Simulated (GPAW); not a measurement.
# Fe2Ge (P6/mmm) in GPAW: notebook

The runs below take Fe2Ge through band structure, with PBEsol, PBEsol+U.

All numbers are computed with GPAW 26.7.0; they aren't measurements. Logs are shortened: lines on timing, memory, paths and dates and some standing lists are left out, and cuts for length are marked. The log counts tension as positive stress, the text compression.

## (1) The crystal as given

It takes space group P6/mmm (No. 191, hexagonal). Conventional cell: a = 4.164 Å, b = 4.164 Å, c = 2.626 Å, α = 90.00°, β = 90.00°, γ = 120.00°. Ge (site symmetry 6/mmm) is surrounded by 2 Ge at 2.63 Å and 12 Fe at 2.74 Å. Fe (site symmetry -6m2) has 5 Fe at 2.40 to 2.63 Å and 6 Ge at 2.74 Å as nearest neighbours.

The cell comes from a database or a generator and needn't be the stable form of this composition.

## (2) Band structure, PBEsol, collinear spin, ferromagnetic start

Input file run.py:

```python
from ase import Atoms
from ase.dft.bandgap import bandgap
from ase.io import write
from ase.units import GPa
from gpaw import GPAW, PW, setup_paths

setup_paths.insert(0, '.')

atoms = Atoms(['Ge', 'Fe', 'Fe'],
              cell=[[4.1636340796, 0.0, 0.0],
                    [-2.0818170398, 3.605812885, 0.0],
                    [0.0, 0.0, 2.626466]],
              scaled_positions=[[0.0, 0.0, 0.0],
                                [0.3333333333, 0.6666666667, 0.5],
                                [0.6666666667, 0.3333333333, 0.5]],
              pbc=True)
atoms.set_initial_magnetic_moments([0.0, 3.0, 3.0])

calc = GPAW(mode=PW(600),
            xc='PBEsol',
            kpts={'size': (6, 6, 7), 'gamma': True},
            occupations={'name': 'fermi-dirac', 'width': 0.05},
            nbands=23,
            convergence={'density': 1e-05, 'energy': 1e-05},
            maxiter=150,
            txt='gpaw.txt')
atoms.calc = calc
energy = atoms.get_potential_energy()
forces = atoms.get_forces()
stress = atoms.get_stress()
calc.write('gs.gpw')
write('result.traj', atoms)
print(f'Energy: {energy:.6f} eV')
print('Forces (eV/A):')
print(forces.round(4))
print('Stress (GPa):', (stress / GPa).round(3))
print('Moments:', calc.get_magnetic_moments().round(3))
print('Fermi level:', round(calc.get_fermi_level(), 4), 'eV')
print(f'Gap: {bandgap(calc)[0]:.4f} eV, direct: {bandgap(calc, direct=True)[0]:.4f} eV')

path = atoms.cell.bandpath('GMKGALHA,LM,KH', npoints=80, eps=1e-4)
bs_calc = calc.fixed_density(kpts=path, symmetry='off', nbands=34,
                             convergence={'bands': 'CBM+6.0', 'eigenstates': 1e-6}, txt='bands.txt')
bs = bs_calc.band_structure()
bs.write('bs.json')
print(f'Gap on the path: {bandgap(bs_calc)[0]:.4f} eV')
```

Potentials or basis: PAW data sets generated in the run's folder for this functional, pw.

On the command line:

```
gpaw-setup -f PBEsol Fe Ge
OMP_NUM_THREADS=1 python run.py
```

gpaw.txt:

```text
__  _  _
 | _ |_)|_||  |
 |__||  | ||/\| - 26.7.0

Input parameters:
  mode=PW(ecut=600.0),
  convergence={'density': 1e-05, 'energy': 1e-05},
  kpts=MonkhorstPack(size=(6, 6, 7), gamma=True),
  maxiter=150,
  nbands=23,
  occupations=Occupations(name='fermi-dirac', width=0.05),
  xc=XC(name='PBEsol')

Diagonalizing LCAO Hamiltonian
Converting LCAO to pw mode

         Fe
             Fe

       Ge

Atoms  # Å, Bohr magnetons
|   | symbol |         x |        y |        z |    initial magnetic moments |
|---|--------|-----------|----------|----------|-----------------------------|
| 0 |     Ge |  0.000000 | 0.000000 | 0.000000 | ( 0.0000,  0.0000,  0.0000) |
| 1 |     Fe | -0.000000 | 2.403875 | 1.313233 | ( 0.0000,  0.0000,  3.0000) |
| 2 |     Fe |  2.081817 | 1.201938 | 1.313233 | ( 0.0000,  0.0000,  3.0000) |

Unit cell  # Å
| periodic |         x |        y |        z |  lengths |     angles |
|----------|-----------|----------|----------|----------|------------|
|      yes |  4.163634 | 0.000000 | 0.000000 | 4.163634 |  90.000000 |
|      yes | -2.081817 | 3.605813 | 0.000000 | 4.163634 |  90.000000 |
|      yes |  0.000000 | 0.000000 | 2.626466 | 2.626466 | 120.000000 |

Number of symmetries: 24
Symmetry operations  # r_c * U_cc + t_c -> r_c
|    | kind |            matrix            |
|----|------|------------------------------|
|  0 |  σ   |  1, 1, 0,  0,-1, 0,  0, 0, 1 |
|  1 |  C2  |  1, 1, 0,  0,-1, 0,  0, 0,-1 |
|  2 |  C6  |  1, 1, 0, -1, 0, 0,  0, 0, 1 |
|  3 |  S6  |  1, 1, 0, -1, 0, 0,  0, 0,-1 |
|  4 |  E   |  1, 0, 0,  0, 1, 0,  0, 0, 1 |
|  5 |  σ   |  1, 0, 0,  0, 1, 0,  0, 0,-1 |
|  6 |  σ   |  1, 0, 0, -1,-1, 0,  0, 0, 1 |
|  7 |  C2  |  1, 0, 0, -1,-1, 0,  0, 0,-1 |
|  8 |  σ   |  0, 1, 0,  1, 0, 0,  0, 0, 1 |
|  9 |  C2  |  0, 1, 0,  1, 0, 0,  0, 0,-1 |
| 10 |  C3  |  0, 1, 0, -1,-1, 0,  0, 0, 1 |
| 11 |  S3  |  0, 1, 0, -1,-1, 0,  0, 0,-1 |
| 12 |  C6  |  0,-1, 0,  1, 1, 0,  0, 0, 1 |
| 13 |  S6  |  0,-1, 0,  1, 1, 0,  0, 0,-1 |
| 14 |  σ   |  0,-1, 0, -1, 0, 0,  0, 0, 1 |
| 15 |  C2  |  0,-1, 0, -1, 0, 0,  0, 0,-1 |
| 16 |  σ   | -1, 0, 0,  1, 1, 0,  0, 0, 1 |
| 17 |  C2  | -1, 0, 0,  1, 1, 0,  0, 0,-1 |
| 18 |  C2  | -1, 0, 0,  0,-1, 0,  0, 0, 1 |
| 19 |  i   | -1, 0, 0,  0,-1, 0,  0, 0,-1 |
| 20 |  C3  | -1,-1, 0,  1, 0, 0,  0, 0, 1 |
| 21 |  S3  | -1,-1, 0,  1, 0, 0,  0, 0,-1 |
| 22 |  σ   | -1,-1, 0,  0, 1, 0,  0, 0, 1 |
| 23 |  C2  | -1,-1, 0,  0, 1, 0,  0, 0,-1 |

BZ-sampling:
  Number of BZ points: 252
  Number of IBZ points: 28

  Monkhorst-Pack size: [6, 6, 7]
  Monkhorst-Pack shift: [0.08333333333333333, 0.08333333333333333, 0.0]

K-points  # in reciprocal-cell coordinates
|     |                                coordinates |     weight |
|-----|--------------------------------------------|------------|
|   0 | (  0.00000000,   0.00000000,   0.00000000) | 0.00396825 |
|   1 | (  0.00000000,   0.00000000,   0.14285714) | 0.00793651 |
|   2 | (  0.00000000,   0.00000000,   0.28571429) | 0.00793651 |
|   3 | (  0.00000000,   0.00000000,   0.42857143) | 0.00793651 |
|   4 | (  0.16666667,   0.00000000,   0.00000000) | 0.02380952 |
|   5 | (  0.16666667,   0.00000000,   0.14285714) | 0.04761905 |
|   6 | (  0.16666667,   0.00000000,   0.28571429) | 0.04761905 |
|   7 | (  0.16666667,   0.00000000,   0.42857143) | 0.04761905 |
|   8 | (  0.33333333,  -0.16666667,   0.00000000) | 0.02380952 |
|   9 | (  0.33333333,  -0.16666667,   0.14285714) | 0.04761905 |
| ... |                                            |            |
|  27 | (  0.50000000,   0.50000000,   0.42857143) | 0.02380952 |

Plane wave coefficients: 1337
Cutoff: 600.0 eV

Spin-components: 2 (collinear spins)
Bands:           23
Projectors:      17
Spin-degeneracy: 1
Datatype:        complex128

Parallelization:
  kpt:    1
  domain: 1
  band:   1

Density:
  Valence electrons: 20.0
  Components: 2
  Grid points: [24 24 15]
  Charge: 0.0  # |e|

Potential:
  Grid points: [24 24 15]

species:
  Ge:
    name:    Germanium
    Z:       32.0
    valence: 4
    core:    28
    charge:  0.0  # [|e|]
    compensation charges:
      type: gauss
      rc: 0.32  # [Å]
      lmax: 2
    cutoffs:
      filter: 1.77  # [Å]
      core: 3.42  # [Å]
    projectors
    | kind |    occ | energy [eV] | rcut [Å] |
    |------|--------|-------------|----------|
    |   4s |  2.000 |     -11.738 |    1.005 |
    |   4p |  2.000 |      -3.898 |    1.005 |
    |    s |        |      15.473 |    1.005 |
    |    p |        |      23.314 |    1.005 |
    |    d |        |       0.000 |    1.005 |

    Using partial waves for Ge as LCAO basis

  Fe:
    name:    Iron
    Z:       26.0
    valence: 8
    core:    18
    charge:  0.0  # [|e|]
    compensation charges:
      type: gauss
      rc: 0.33  # [Å]
      lmax: 2
    cutoffs:
      filter: 2.06  # [Å]
      core: 2.67  # [Å]
    projectors
    | kind |    occ | energy [eV] | rcut [Å] |
    |------|--------|-------------|----------|
    |   4s |  2.000 |      -5.310 |    1.164 |
    |   4p |  0.000 |      -1.300 |    1.058 |
    |   3d |  6.000 |      -7.529 |    1.058 |
    |    s |        |      21.902 |    1.164 |
    |    p |        |      25.911 |    1.058 |
    |    d |        |      19.682 |    1.058 |

    Using partial waves for Fe as LCAO basis

Reference energy: -126230.059139  # eV

eigensolver:
  PPCG
  Converge bands: occupied
  niter=2

density mixing:
  MSR1-Mixer
  Pratt-step length: 0.05
  Maximum mixing coefficient: 0.75
  Old densities: 10
  SVD Regularization: 0.005
  Good broyden scale: 1.0
  Trust region scale: 1.0
  Backstep threshold: 4.0
  History deletion threshold: 6.0
  Fourier metric: weight=20.0, sigma=0.015

occupation numbers:
  Fermi-Dirac:
    width: 0.0500  # eV

poisson solver:
  ecut: 4800.0  # eV

xc functional:
  name: PBEsol with 2 nearest neighbor stencil

convergence criteria:
- Maximum integral of absolute [dens]ity change: 1e-05 electrons / valence electron
- Maximum [total energy] change in last 3 cyles: 1e-05 eV / valence electron
- Maximum integral of absolute [eigenst]ate change: 4e-08 eV^2 / valence electron
maximum number of iterations: 150

SCF iterations
|iter     | |      energy | eigst |  dens |  magmom |
|---------|-|-------------|-------|-------|---------|
|iter:   1| |  -23.887408 | +0.26 |       |  +6.0109|
|iter:   2| |  -23.736606 | -1.90 | -0.91 |  +5.9587|
|iter:   3| |  -23.558758 | -2.08 | -0.97 |  +5.6400|
|iter:   4| |  -23.613475 | -2.59 | -1.30 |  +5.3919|
|iter:   5| |  -23.636995 | -3.18 | -1.55 |  +5.2138|
|iter:   6| |  -23.643190 | -3.66 | -1.94 |  +5.0945|
|iter:   7| |  -23.643371 | -4.86 | -2.65 |  +5.0682|
|iter:   8| |  -23.643365c| -6.34 | -3.22 |  +5.0612|
|iter:   9| |  -23.643362c| -7.02 | -3.61 |  +5.0610|
|iter:  10| |  -23.643361c| -7.54c| -4.34 |  +5.0613|
|iter:  11| |  -23.643361c| -7.87c| -4.70 |  +5.0614|
|iter:  12| |  -23.643361c| -8.46c| -5.57c|  +5.0614|

Converged in 12 steps
Energy contributions relative to reference atoms: (reference = -126230.059139)

Energy contributions:
  Kinetic:          33.150125
  Coulomb:         -26.308400
  Zero:              0.055851
  External:          0.000000
  Xc:              -30.532428
  Entropy:          -0.017016
  Spinorbit:         0.000000
  ----------------------------
  Free energy:     -23.651869
  Extrapolated:    -23.643361

dipole moment: (-6.781430, -11.745781, -8.555601)  # |e|*Ang

Total magnetic moment: (0.000000, 0.000000, 5.061399)

Local magnetic moments
|        x |        y |        z |
|----------|----------|----------|
| 0.000000 | 0.000000 | 0.010151 |  # Ge   0
| 0.000000 | 0.000000 | 2.441705 |  # Fe   1
| 0.000000 | 0.000000 | 2.441705 |  # Fe   2

Fermi level: 10.279
Eigenvalues  # (at kpt = [0.000, 0.000, 0.000])
| band index |      eig [eV] | occ [0-1] |      eig [eV] | occ [0-1] |
|------------|---------------|-----------|---------------|-----------|
|          0 |        -2.486 |     1.000 |        -2.351 |     1.000 |
|          1 |         5.479 |     1.000 |         6.321 |     1.000 |
|          2 |         5.479 |     1.000 |         6.321 |     1.000 |
|          3 |         6.164 |     1.000 |         7.717 |     1.000 |
|          4 |         7.174 |     1.000 |         8.962 |     1.000 |
|          5 |         7.394 |     1.000 |         9.078 |     1.000 |
[... 9 lines left out ...]
|         15 |        12.994 |     0.000 |        13.906 |     0.000 |
|         16 |        17.273 |     0.000 |        18.162 |     0.000 |
|        ... |               |           |               |           |
|         22 |        30.970 |     0.000 |        31.173 |     0.000 |

No gap
No difference between direct/indirect transitions

Forces  # eV/Ang
|        x |        y |       z |
|----------|----------|---------|
|  0.00000 |  0.00000 | 0.00000 |  # Ge   0
|  0.00000 |  0.00000 | 0.00000 |  # Fe   1
| -0.00000 | -0.00000 | 0.00000 |  # Fe   2

Stress tensor  # eV/Ang^3
|         x |         y |        z |
|-----------|-----------|----------|
|  0.038826 | -0.000000 | 0.000000 |
| -0.000000 |  0.038826 | 0.000000 |
|  0.000000 |  0.000000 | 0.031445 |

# Writing to gs.gpw (mode='')
```

Wall time 1.8 min (1 thread of Arm Neoverse V1, shared host); peak memory 0.34 GiB.

Results:

```yaml
Free_energy: -23.6519 eV
Pressure: -5.8 GPa
Band_gap_along_the_path: none (metal or under the smearing width)
Net_moment: 5.06 μB per cell
Site_moments: Ge +0.01; Fe +2.44 μB
```

Levels at the corners of the path, in eV from the Fermi level:
Spin up:
```csv
point,band 11,band 12,band 13,band 14,band 15,band 16
Γ,-1.48,0.12,2.02,2.02,2.71,2.71
M,-1.37,-1.34,-0.95,1.99,9.35,9.47
K,-1.94,-1.28,-0.63,5.82,6.56,6.56
Γ,-1.48,0.12,2.02,2.02,2.71,2.71
A,-0.61,-0.35,3.59,3.59,4.47,5.98
L,-0.69,-0.64,-0.17,2.19,3.58,3.62
H,-1.30,-0.54,0.52,0.52,2.27,2.27
A,-0.61,-0.35,3.59,3.59,4.47,5.98
L,-0.69,-0.64,-0.17,2.19,3.58,3.62
M,-1.37,-1.34,-0.95,1.99,9.35,9.47
K,-1.94,-1.28,-0.63,5.82,6.56,6.56
H,-1.30,-0.54,0.52,0.52,2.27,2.27
```
Spin down:
| point | band 4 | band 5 | band 6 | band 7 | band 8 | band 9 | band 10 | band 11 |
| --- | --- | --- | --- | --- | --- | --- | --- | --- |
| Γ | -2.56 | -1.32 | -1.20 | -1.20 | 0.46 | 0.46 | 0.75 | 1.45 |
| M | -3.15 | -1.70 | -1.52 | -1.40 | 0.29 | 0.40 | 0.82 | 1.22 |
| K | -1.73 | -1.49 | -1.49 | -0.88 | -0.88 | 0.05 | 0.89 | 0.89 |
| Γ | -2.56 | -1.32 | -1.20 | -1.20 | 0.46 | 0.46 | 0.75 | 1.45 |
| A | -2.01 | -1.17 | -1.17 | -0.87 | -0.87 | -0.35 | -0.35 | 1.17 |
| L | -3.45 | -2.17 | -1.37 | -1.15 | 0.57 | 0.59 | 1.18 | 1.44 |
| H | -3.54 | -1.53 | -1.53 | -0.69 | 0.18 | 0.64 | 0.64 | 0.81 |
| A | -2.01 | -1.17 | -1.17 | -0.87 | -0.87 | -0.35 | -0.35 | 1.17 |
| L | -3.45 | -2.17 | -1.37 | -1.15 | 0.57 | 0.59 | 1.18 | 1.44 |
| M | -3.15 | -1.70 | -1.52 | -1.40 | 0.29 | 0.40 | 0.82 | 1.22 |
| K | -1.73 | -1.49 | -1.49 | -0.88 | -0.88 | 0.05 | 0.89 | 0.89 |
| H | -3.54 | -1.53 | -1.53 | -0.69 | 0.18 | 0.64 | 0.64 | 0.81 |

## (3) Band structure, PBEsol+U, collinear spin, ferromagnetic start

Changes to run.py since step 2:

```diff
@@ -22,2 +22,3 @@
             occupations={'name': 'fermi-dirac', 'width': 0.05},
+            setups={'Fe': ':d,1.0'},
             nbands=23,
```

Potentials or basis: PAW data sets generated in the run's folder for this functional, pw.

On the command line:

```
gpaw-setup -f PBEsol Fe Ge
OMP_NUM_THREADS=1 python run.py
```

It took 1.8 min on 1 thread of Arm Neoverse V1, shared host; peak memory 0.34 GiB.

Results (log left out):

```yaml
Free_energy: -22.2648 eV
Pressure: -2.6 GPa
Band_gap_along_the_path: none (metal or under the smearing width)
Net_moment: 5.34 μB per cell
Site_moments: Ge +0.01; Fe +2.62 μB
```

Stress tensor (GPa, compression positive):
```
-1.44  0.00  0.00
 0.00 -1.44  0.00
 0.00  0.00 -5.05
```

Levels at the corners of the path, in eV from the Fermi level:
Spin up:
```tsv
point	band 11	band 12	band 13	band 14	band 15	band 16
Γ	-2.17	-0.06	1.63	1.63	2.50	2.50
M	-2.04	-1.96	-1.54	1.65	9.21	9.31
K	-2.61	-1.98	-1.25	5.64	6.32	6.32
Γ	-2.17	-0.06	1.63	1.63	2.50	2.50
A	-1.10	-0.94	3.35	3.35	4.34	5.80
L	-1.25	-1.11	-0.73	1.87	3.45	3.46
H	-1.83	-1.17	0.17	0.17	1.99	1.99
A	-1.10	-0.94	3.35	3.35	4.34	5.80
L	-1.25	-1.11	-0.73	1.87	3.45	3.46
M	-2.04	-1.96	-1.54	1.65	9.21	9.31
K	-2.61	-1.98	-1.25	5.64	6.32	6.32
H	-1.83	-1.17	0.17	0.17	1.99	1.99
```
Spin down:
```csv
point,band 3,band 4,band 5,band 6,band 7,band 8,band 9,band 10,band 11,band 12
Γ,-4.06,-2.70,-1.45,-1.23,-1.23,0.62,0.82,0.82,1.84,1.84
M,-3.76,-3.25,-1.82,-1.53,-1.49,0.64,0.73,0.87,1.36,1.60
K,-6.50,-1.73,-1.61,-1.61,-0.89,-0.89,0.37,1.25,1.25,1.87
Γ,-4.06,-2.70,-1.45,-1.23,-1.23,0.62,0.82,0.82,1.84,1.84
A,-1.80,-1.80,-1.04,-1.04,-0.87,-0.87,-0.32,-0.32,1.08,1.86
L,-3.61,-3.36,-2.30,-1.40,-1.12,0.80,0.92,1.24,1.71,1.77
H,-3.56,-3.56,-1.61,-1.61,-0.69,0.40,0.63,0.63,1.17,1.99
A,-1.80,-1.80,-1.04,-1.04,-0.87,-0.87,-0.32,-0.32,1.08,1.86
L,-3.61,-3.36,-2.30,-1.40,-1.12,0.80,0.92,1.24,1.71,1.77
M,-3.76,-3.25,-1.82,-1.53,-1.49,0.64,0.73,0.87,1.36,1.60
K,-6.50,-1.73,-1.61,-1.61,-0.89,-0.89,0.37,1.25,1.25,1.87
H,-3.56,-3.56,-1.61,-1.61,-0.69,0.40,0.63,0.63,1.17,1.99
```

Caveat: the U is typed as a test and isn't derived for this compound. The state reached can hang on the start; a lower one may exist.

## (4) Band structure, PBEsol+U, collinear spin, ferromagnetic start

Changes to run.py since step 3:

```diff
@@ -22,3 +22,3 @@
             occupations={'name': 'fermi-dirac', 'width': 0.05},
-            setups={'Fe': ':d,1.0'},
+            setups={'Fe': ':d,2.0'},
             nbands=23,
```

On the command line:

```
gpaw-setup -f PBEsol Fe Ge
OMP_NUM_THREADS=1 python run.py
```

Wall time 1.9 min (1 thread of Arm Neoverse V1, shared host); peak memory 0.34 GiB.

The run converged. Its results:

| Property | Result |
| --- | --- |
| Free energy | -21.0195 eV |
| Pressure | 0.7 GPa |
| Band gap along the path | none (metal or under the smearing width) |
| Net moment | 5.57 μB per cell |
| Site moments | Ge +0.00; Fe +2.77 μB |

Stress tensor (GPa, compression positive):
```
 3.18  0.00  0.00
 0.00  3.18  0.00
 0.00  0.00 -4.17
```

Levels at the corners of the path, in eV from the Fermi level:
Spin up:
```csv
point,band 9,band 10,band 11,band 12,band 13,band 14,band 15,band 16,band 17
Γ,-3.64,-2.84,-2.84,-0.22,1.24,1.24,2.30,2.30,6.54
M,-3.51,-3.02,-2.72,-2.58,-2.17,1.34,9.09,9.17,10.03
K,-3.65,-3.27,-3.27,-2.66,-1.91,5.47,6.10,6.10,9.25
Γ,-3.64,-2.84,-2.84,-0.22,1.24,1.24,2.30,2.30,6.54
A,-3.61,-3.61,-1.56,-1.51,3.14,3.14,4.24,5.65,7.25
L,-2.44,-2.37,-1.88,-1.48,-1.26,1.58,3.32,3.32,3.34
H,-2.63,-2.37,-2.37,-1.83,-0.15,-0.15,1.75,1.75,7.98
A,-3.61,-3.61,-1.56,-1.51,3.14,3.14,4.24,5.65,7.25
L,-2.44,-2.37,-1.88,-1.48,-1.26,1.58,3.32,3.32,3.34
M,-3.51,-3.02,-2.72,-2.58,-2.17,1.34,9.09,9.17,10.03
K,-3.65,-3.27,-3.27,-2.66,-1.91,5.47,6.10,6.10,9.25
H,-2.63,-2.37,-2.37,-1.83,-0.15,-0.15,1.75,1.75,7.98
```
Spin down:
```
point  band 3  band 4  band 5  band 6  band 7  band 8  band 9  band 10  band 11  band 12
    Γ   -4.14   -2.86   -1.60   -1.23   -1.23    0.49    1.26     1.26     2.32     2.32
    M   -3.88   -3.34   -1.97   -1.60   -1.50    0.94    1.06     1.14     1.46     2.06
    K   -6.65   -1.77   -1.77   -1.71   -0.87   -0.87    0.77     1.70     1.70     1.99
    Γ   -4.14   -2.86   -1.60   -1.23   -1.23    0.49    1.26     1.26     2.32     2.32
    A   -1.54   -1.54   -0.88   -0.88   -0.85   -0.85   -0.26    -0.26     0.95     1.73
    L   -3.68   -3.23   -2.42   -1.42   -1.06    1.06    1.34     1.34     1.84     1.87
    H   -3.57   -3.56   -1.70   -1.70   -0.65    0.65    0.65     0.68     1.62     2.11
    A   -1.54   -1.54   -0.88   -0.88   -0.85   -0.85   -0.26    -0.26     0.95     1.73
    L   -3.68   -3.23   -2.42   -1.42   -1.06    1.06    1.34     1.34     1.84     1.87
    M   -3.88   -3.34   -1.97   -1.60   -1.50    0.94    1.06     1.14     1.46     2.06
    K   -6.65   -1.77   -1.77   -1.71   -0.87   -0.87    0.77     1.70     1.70     1.99
    H   -3.57   -3.56   -1.70   -1.70   -0.65    0.65    0.65     0.68     1.62     2.11
```

Caveat: the U is typed as a test and isn't derived for this compound. The state reached can hang on the start; a lower one may exist.

## (5) Overview

```tsv
level	U	pressure (GPa)	moment (μB)
PBEsol	-	-5.8	5.06
PBEsol+U	Fe d U = 1 eV	-2.6	5.34
PBEsol+U	Fe d U = 2 eV	0.7	5.57
```

Alike in all rows: task band structure; potentials or basis PAW data sets generated in the run's folder for this functional, pw; spin collinear, ferromagnetic start; cell as given; k mesh 6 × 6 × 7; cutoff (eV) 600; smearing fermi-dirac 0.05 eV.

The pressure there spans -5.8 GPa (PBEsol) to 0.7 GPa (PBEsol+U); a positive pressure means that this level wants a larger cell, a negative one a smaller.

Caveats: the U is typed as a test and isn't derived for this compound (some runs).

Total energies depend on the potentials used, so only differences within one code and one set of settings carry meaning.
